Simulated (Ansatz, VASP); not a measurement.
# One calculation of Ni, two programs

Contents of INCAR:

```
SYSTEM = Ni
  ALGO = Normal
  EDIFF = 1E-7
  ENCUT = 520
  GGA = PE
  ISIF = 2
  ISMEAR = -1
  ISPIN = 2
  LASPH = .True.
  LCHARG = .False.
  LMAXMIX = 4
  LORBIT = 11
  LREAL = .False.
  LWAVE = .False.
  MAGMOM = 1
  NBANDS = 15
  NELM = 120
  PREC = Accurate
  SIGMA = 0.05
```

File KPOINTS:

```
k-points
0
Gamma
  13 13 13
  0 0 0
```

Contents of POSCAR:

```
Ni
1.0
    0.0000000000      1.7140893390      1.7140893390
    1.7140893390      0.0000000000      1.7140893390
    1.7140893390      1.7140893390      0.0000000000
Ni
1
Direct
    0.0000000000      0.0000000000      0.0000000000
```

File input.yaml:

```yaml
crystal:
  lattice:
    - [0.0, 1.714089339, 1.714089339]
    - [1.714089339, 0.0, 1.714089339]
    - [1.714089339, 1.714089339, 0.0]
  atoms:
    - { symbol: Ni, position: [0.0, 0.0, 0.0], spin: 1.0 }
hamiltonian:
  xc: pbe
  pseudopotentials: { kind: paw }
magnetization:
  spin_polarized: true
kpoints:
  mp_grid: { grid: [13, 13, 13] }
scf:
  occupations: { method: fermi_dirac, width: 0.05 }
output:
  forces: true
  stress: true
  eigenvalues: true
```

Change from the starting cell: volume scaled by 0.96.

Alike in both runs: task single point; functional PBE; k mesh 13 × 13 × 13; occupations fermi-dirac, width 0.05 eV; collinear spin, ferromagnetic start.

|  | VASP | Ansatz |
| --- | --- | --- |
| version | VASP 6.6.1 | Ansatz 0.2.0 |
| potentials or method | VASP PAW PBE potentials, release 64 (Ni) | Ansatz PAW |
| plane-wave cutoff (eV) | 520 | 420 |
| valence electrons in the cell | 10 | 18 |

```csv
,VASP,Ansatz,Ansatz less VASP
gap on the k mesh at the Fermi level (eV),none,none,-
pressure (GPa),18.5,18.8,+0.35
net moment per atom (μB),0.62,0.63,+0.006
size of the moment on the site where the two differ most (μB),0.62,0.66,+0.035
```

Site moments also hang on the region over which each program counts them. A gap of «none» marks a metal or a gap that the smearing closes. With one functional, cell and mesh, what is left measures potentials, basis and numerics. The two sets of potentials don't hold the same shells in valence.
